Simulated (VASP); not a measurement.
# Fe (Fmmm) in VASP: a series of runs, part 2 of 2

VASP 6.6.1. The steps go on from the part before.

### 4 Single point, PBEsol, collinear spin, ferromagnetic start

INCAR reads:

```
SYSTEM = Fe
ADDGRID = .False.
ALGO = Normal
EDIFF = 1E-6
ENCUT = 450
GGA = PS
ISIF = 2
ISMEAR = -1
ISPIN = 2
LASPH = .True.
LCHARG = .False.
LMAXMIX = 4
LORBIT = 11
LREAL = .False.
LWAVE = .False.
MAGMOM = 3
NELM = 100
PREC = Accurate
SIGMA = 0.1
```

KPOINTS reads:

```
k-points
0
Gamma
  14 14 14
  0 0 0
```

POSCAR reads:

```
Fe
1.0
    0.0000000000      1.9417396906      1.9651051623
    1.4984397099      0.0000000000      1.9651051623
    1.4984397099      1.9417396906      0.0000000000
Fe
1
Direct
    0.0000000000      0.0000000000      0.0000000000
```

Potentials or basis: VASP PAW PBE potentials, release 64 (Fe).

Launch:

```
$ cat potpaw_PBE.64/Fe/POTCAR > POTCAR
$ mpirun -np 1 vasp_std > vasp.out
```

OUTCAR:

```text
SYSTEM = Fe
   EDIFF = 1E-6
   ENCUT = 450
   GGA = PS
   ISIF = 2
   ISMEAR = -1
   ISPIN = 2
   LASPH = .True.
   LORBIT = 11
   LREAL = .False.
   NELM = 100
   PREC = Accurate

 Found    428 irreducible k-points:

 Following reciprocal coordinates:
            Coordinates               Weight
  0.000000  0.000000  0.000000      1.000000
  0.071429 -0.000000 -0.000000      8.000000
  0.142857  0.000000 -0.000000      8.000000
  0.214286  0.000000 -0.000000      8.000000
  0.285714  0.000000  0.000000      8.000000
  0.357143  0.000000 -0.000000      8.000000
   k-points           NKPTS =    428   k-points in BZ     NKDIM =    428   number of bands    NBANDS=     10
   number of dos      NEDOS =    301   number of ions     NIONS =      1
   total plane-waves  NPLWV =   6480
   dimension x,y,z NGX =    20 NGY =   18 NGZ =   18
   dimension x,y,z NGXF=    40 NGYF=   36 NGZF=   36
   ions per type =               1
   NGX,Y,Z   is equivalent  to a cutoff of  12.04, 12.11, 12.20 a.u.
   NGXF,Y,Z  is equivalent  to a cutoff of  24.07, 24.22, 24.40 a.u.
 SYSTEM =  Fe
   PREC   = accura    normal or accurate (medium, high low for compatibility)
   ISTART =      0    job   : 0-new  1-cont  2-samecut
   ICHARG =      2    charge: 1-file 2-atom 10-const
   ISPIN  =      2    spin polarized calculation?
   LNONCOLLINEAR =      F non collinear calculations
   LSORBIT =      F    spin-orbit coupling
   LASPH  =      T    aspherical Exc in radial PAW
   ENCUT  =  450.0 eV  33.07 Ry    5.75 a.u.   4.78  4.27  4.24*2*pi/ulx,y,z
   NELM   =    100;   NELMIN=  2; NELMDL= -5     # of ELM steps
   EDIFF  = 0.1E-05   stopping-criterion for ELM
   LREAL  =      F    real-space projection
   EDIFFG = 0.1E-04   stopping-criterion for IOM
   NSW    =      0    number of steps for IOM
   IBRION =     -1    ionic relax: 0-MD 1-quasi-New 2-CG
   NFREE  =      0    steps in history (QN), initial steepest desc. (CG)
   ISIF   =      2    stress and relaxation
   ISYM   =      2    0-nonsym 1-usesym 2-fastsym
   POTIM  = 0.5000    time-step for ionic-motion
   TEBEG  =    0.0;   TEEND  =   0.0 temperature during run
   PSTRESS=    0.0 pullay stress
   NELECT =       8.0000    total number of electrons
   NUPDOWN=      -1.0000    fix difference up-down
   EMIN   =  10.00;   EMAX   =-10.00  energy-range for DOS
   EFERMI =   0.00;   METHOD = LEGACY
   ISMEAR =    -1;   SIGMA  =   0.10  broadening in eV -4-tet -1-fermi 0-gaus
   EFERMI_NEDOS =   21; number of points for ismear=-14 and -15
   IALGO  =     38    algorithm
   IMIX   =      4    mixing-type and parameters
     AMIX     =   0.40;   BMIX     =  1.00
     AMIX_MAG =   1.60;   BMIX_MAG =  1.00
  volume/ion in A,a.u.               =      11.44        77.17
  Fermi-wavevector in a.u.,A,eV,Ry     =   1.453303  2.746344 28.736719  2.112089
  Thomas-Fermi vector in A             =   2.570585
   LORBIT       =     11    0 simple, 1 ext, 2 COOP (PROOUT), +10 PAW based schemes
   GGA     = PS    functional components
   LHFCALC =     F    Hartree Fock is set to
   AEXX    =    0.0000 exact exchange contribution
   IVDW    =     0    specifies the selected vdW correction
   LEPSILON=     F    determine dielectric tensor
   LRPA    =     F    only Hartree local field effects (RPA)
 spin polarized calculation
  energy-cutoff  :      450.00
  volume of cell :       11.44
 maximum number of plane-waves:       261
   NGX =  9   NGY =  9   NGZ =  9

 number of electron       7.9999998 magnetization       2.2189984

 Free energy of the ion-electron system (eV)
  ---------------------------------------------------
  ext. energy  EPLUGINS =         0.00000000
  ---------------------------------------------------
  free energy    TOTEN  =        -8.89605564 eV

  energy without entropy =       -8.86305759  energy(sigma->0) =       -8.87955662

 E-fermi :   5.6113     XC(G=0): -13.2394

 val. band max:        5.6112610399   @ k =   0.1429   0.0714   0.0714
 cond. band min:       5.6117203617   @ k =   0.4286   0.2857   0.0714
 fundamental gap:      0.0004593218
 Fermi energy:         5.6112824487

 spin component 1

 k-point     1 :       0.0000    0.0000    0.0000
  band No.  band energies     occupation
      1      -2.8854      1.00000
      2       3.1446      1.00000
      3       3.2375      1.00000
      4       3.5767      1.00000
      5       4.3116      1.00000
      6       4.7047      0.99988
      7      29.3831      0.00000
      8      30.8597      0.00000
      9      31.1212      0.00000
     10      35.0590      0.00000

 k-point     2 :       0.0714   -0.0000   -0.0000
  band No.  band energies     occupation
      1      -2.6802      1.00000
      2       3.1575      1.00000
      3       3.2473      1.00000
      4       3.6092      1.00000
      5       4.2796      1.00000
      6       4.6805      0.99991
      7      28.5463      0.00000
      8      30.1464      0.00000
      9      30.8336      0.00000
     10      34.3128      0.00000

 k-point     3 :       0.1429    0.0000   -0.0000
  band No.  band energies     occupation
      1      -2.0860      1.00000
      2       3.1302      1.00000
      3       3.1890      1.00000
      4       3.8335      1.00000
      5       4.2165      1.00000
      6       4.6365      0.99994
      7      25.8113      0.00000
      8      29.1140      0.00000
      9      30.4197      0.00000
     10      33.5247      0.00000
[... 14 lines left out ...]
 k-point     5 :       0.2857    0.0000    0.0000
  band No.  band energies     occupation
      1      -0.1897      1.00000
      2       2.7761      1.00000
      3       3.1798      1.00000
      4       4.2449      1.00000
      5       4.6533      0.99993
      6       4.8255      0.99961
      7      19.2150      0.00000
      8      26.4464      0.00000
      9      29.0884      0.00000
     10      30.2972      0.00000

 k-point     6 :       0.3571    0.0000   -0.0000
  band No.  band energies     occupation
      1       0.4730      1.00000
      2       2.5881      1.00000
      3       3.8039      1.00000
      4       4.3221      1.00000
      5       4.7473      0.99982
      6       5.3632      0.92281
      7      16.1741      0.00000
      8      25.3684      0.00000
      9      27.8290      0.00000
     10      29.7969      0.00000

 [... further k-points ...]

 spin component 2

 k-point     1 :       0.0000    0.0000    0.0000
  band No.  band energies     occupation
      1      -2.6190      1.00000
      2       5.0297      0.99703
      3       5.1681      0.98825
      4       5.6573      0.38699
      5       6.8554      0.00000
      6       7.4481      0.00000
      7      29.2720      0.00000
      8      30.8011      0.00000
      9      31.0932      0.00000
     10      35.4964      0.00000

 k-point     2 :       0.0714   -0.0000   -0.0000
  band No.  band energies     occupation
      1      -2.4128      1.00000
      2       5.0403      0.99670
      3       5.1763      0.98725
      4       5.6856      0.32231
      5       6.8121      0.00001
      6       7.4177      0.00000
      7      28.6309      0.00000
      8      30.1552      0.00000
      9      30.8748      0.00000
     10      34.8747      0.00000

 k-point     3 :       0.1429    0.0000   -0.0000
  band No.  band energies     occupation
      1      -1.8117      1.00000
      2       5.0042      0.99770
      3       5.1126      0.99322
      4       5.9009      0.05235
      5       6.7168      0.00002
      6       7.3595      0.00000
      7      26.2469      0.00000
      8      29.1741      0.00000
      9      30.6323      0.00000
     10      34.1106      0.00000
[... 14 lines left out ...]
 k-point     5 :       0.2857    0.0000    0.0000
  band No.  band energies     occupation
      1       0.2511      1.00000
      2       4.6500      0.99993
      3       4.7906      0.99973
      4       6.6809      0.00002
      5       6.9693      0.00000
      6       7.3405      0.00000
      7      20.0468      0.00000
      8      26.5977      0.00000
      9      29.7519      0.00000
     10      30.8469      0.00000

 k-point     6 :       0.3571    0.0000   -0.0000
  band No.  band energies     occupation
      1       1.2756      1.00000
      2       4.4337      0.99999
      3       4.9639      0.99846
      4       6.7290      0.00001
      5       7.4032      0.00000
      6       7.5717      0.00000
      7      17.1924      0.00000
      8      25.5056      0.00000
      9      28.5157      0.00000
     10      30.3511      0.00000

 [... further k-points ...]

------------------------ aborting loop because EDIFF is reached ----------------------------------------

  FORCE on cell =-STRESS in cart. coord.  units (eV):
  Direction    XX          YY          ZZ          XY          YZ          ZX
  --------------------------------------------------------------------------------------
  -------------------------------------------------------------------------------------
  Total       -1.0888033     -0.4279420     -0.5645439      0.0000000      0.0000000      0.0000000
  in kB     -152.5506071    -59.9583220    -79.0974011      0.0000000      0.0000000      0.0000000
  external PRESSURE =     -97.2021101 kB  Pullay stress =       0.0000000 kB

 VOLUME and BASIS-vectors are now :
 -----------------------------------------------------------------------------
  energy-cutoff  :      450.00
  volume of cell :       11.44
      direct lattice vectors                 reciprocal lattice vectors
     0.000000000  1.941739691  1.965105162    -0.333680426  0.257501045  0.254439309
     1.498439710  0.000000000  1.965105162     0.333680426 -0.257501045  0.254439309
     1.498439710  1.941739691  0.000000000     0.333680426  0.257501045 -0.254439309

 POSITION                                       TOTAL-FORCE (eV/Angst)
 -----------------------------------------------------------------------------------
      0.00000      0.00000      0.00000         0.000000      0.000000      0.000000
 -----------------------------------------------------------------------------------
    total drift:                                0.000000     -0.000000      0.000000

  FREE ENERGIE OF THE ION-ELECTRON SYSTEM (eV)
  ---------------------------------------------------
  free  energy   TOTEN  =        -8.8960556436 eV

  energy  without entropy=       -8.8630575930  energy(sigma->0) =       -8.87955662

 total charge

# of ion       s       p       d       tot
------------------------------------------
    1        0.488   0.539   6.232   7.260

 magnetization (x)

# of ion       s       p       d       tot
------------------------------------------
    1       -0.013  -0.048   2.268   2.207
```

OSZICAR:

```text
N       E                     dE             d eps       ncg     rms          rms(c)
DAV:   1     0.149587962420E+02    0.14959E+02   -0.37554E+03 18220   0.877E+02
DAV:   2    -0.953081170680E+01   -0.24490E+02   -0.22585E+02 17324   0.123E+02
DAV:   3    -0.997799495450E+01   -0.44718E+00   -0.44460E+00 19084   0.216E+01
DAV:   4    -0.997984066801E+01   -0.18457E-02   -0.18453E-02 18386   0.126E+00
DAV:   5    -0.997985463335E+01   -0.13965E-04   -0.13965E-04 18734   0.107E-01    0.121E+01
DAV:   6    -0.898768445087E+01    0.99217E+00   -0.13053E+01 18624   0.540E+01    0.564E+00
DAV:   7    -0.891220504336E+01    0.75479E-01   -0.79836E-01 18794   0.130E+01    0.328E+00
DAV:   8    -0.890412054427E+01    0.80845E-02   -0.66783E-03 21168   0.620E-01    0.134E+00
DAV:   9    -0.889609813849E+01    0.80224E-02   -0.74164E-03 21938   0.553E-01    0.312E-01
DAV:  10    -0.889603391206E+01    0.64226E-04   -0.70905E-04 18780   0.392E-01    0.875E-02
DAV:  11    -0.889605612507E+01   -0.22213E-04   -0.17261E-04 18572   0.137E-01    0.352E-02
DAV:  12    -0.889605467148E+01    0.14536E-05   -0.32983E-06 17926   0.280E-02    0.135E-02
DAV:  13    -0.889605564364E+01   -0.97216E-06   -0.17249E-06 12948   0.107E-02
   1 F= -.88960556E+01 E0= -.88795566E+01  d E =-.329981E-01  mag=     2.2178
```

Run time: 69 s. Hardware: 1 thread of Intel Xeon Platinum 8259CL at 2.50GHz (Skylake/Cascade Lake), shared host; peak memory 0.18 GiB.

These settings aren't checked as converged: the numbers below hold their error.

Results:

```
Free energy                                           : -8.8961 eV
Pressure                                              : -9.7 GPa
Band gap on the k mesh                                : none (metal or under the smearing width)
Net moment                                            : 2.22 μB per cell
Site moments                                          : Fe +2.21 μB
Valence electrons inside the program's atomic spheres : Fe 7.26
```

Caveat: the PAW data sets were made with another functional, which shifts forces and pressure a little.

### 5 Single point, PBEsol, collinear spin, ferromagnetic start

INCAR, as its differences from that of step 4:

```diff
@@ -18,2 +18,2 @@
 PREC = Accurate
-SIGMA = 0.1
+SIGMA = 0.05
```

KPOINTS is that of step 4.

POSCAR is that of step 4.

Launch:

```
$ cat potpaw_PBE.64/Fe/POTCAR > POTCAR
$ mpirun -np 1 vasp_std > vasp.out
```

It took 64 s on 1 thread of Intel Xeon Platinum 8259CL at 2.50GHz (Skylake/Cascade Lake), shared host; peak memory 0.18 GiB.

These settings aren't checked as converged: the numbers below hold their error.

What came out:

```
Free energy                                           : -8.8834 eV
Pressure                                              : -10.1 GPa
Band gap on the k mesh                                : none (metal or under the smearing width)
Net moment                                            : 2.22 μB per cell
Site moments                                          : Fe +2.21 μB
Valence electrons inside the program's atomic spheres : Fe 7.26
```

Caveat: the PAW data sets were made with another functional, which shifts forces and pressure a little.
